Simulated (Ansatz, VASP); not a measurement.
## Ag: VASP beside Ansatz

INCAR

```
SYSTEM = Ag
  PREC = Accurate
  ENCUT = 600
  EDIFF = 1E-7
  ISMEAR = -1
  SIGMA = 0.08
  LREAL = .False.
  LASPH = .True.
  NELM = 60
  ALGO = Normal
  ISIF = 3
  LWAVE = .False.
  LCHARG = .False.
  GGA = PE
  IBRION = 2
  NSW = 60
  EDIFFG = -0.005
```

KPOINTS

```
regular mesh
0
Gamma
  18 18 18
  0 0 0
```

Contents of POSCAR:

```
Ag
1.0
    0.0000000000      2.0734371548      2.0734371548
    2.0734371548      0.0000000000      2.0734371548
    2.0734371548      2.0734371548      0.0000000000
Ag
1
Direct
    0.0000000000      0.0000000000      0.0000000000
```

Input for Ansatz:

```yaml
crystal:
  lattice:
    - [0.0, 2.0734371548, 2.0734371548]
    - [2.0734371548, 0.0, 2.0734371548]
    - [2.0734371548, 2.0734371548, 0.0]
  atoms:
    - { symbol: Ag, position: [0.0, 0.0, 0.0] }
kpoints:
  mp_grid: { grid: [18, 18, 18] }
scf:
  occupations: { method: fermi_dirac, width: 0.08 }
hamiltonian:
  xc: pbe
  pseudopotentials: { kind: paw }
output:
  forces: true
  stress: true
  write_density: true
  write_potential: true
  elf: true
  volumetric_format: npy
relax:
  f_tol: 0.005
  max_steps: 40
  cell: {}
```

Alike in both runs: task relaxation of cell and atoms; functional PBE; k mesh 18 × 18 × 18; occupations fermi-dirac, width 0.08 eV; no spin polarisation.

|  | VASP | Ansatz |
| --- | --- | --- |
| version | VASP 6.6.1 | Ansatz 0.2.0 |
| potentials or method | VASP PAW PBE potentials, release 64 (Ag) | PAW with Ansatz's default frozen-core files, scalar-relativistic |
| plane-wave cutoff (eV) | 600 | 420 |
| valence electrons in the cell | 11 | 19 |

|  | VASP | Ansatz | Ansatz less VASP |
| --- | --- | --- | --- |
| relaxed volume (Å³/atom) | 17.81 | 17.85 | +0.041 |
| relaxed cell length with the largest relative difference (Å) | 2.931 | 2.933 | +0.0023 |

The two sets of potentials don't hold the same shells in valence.
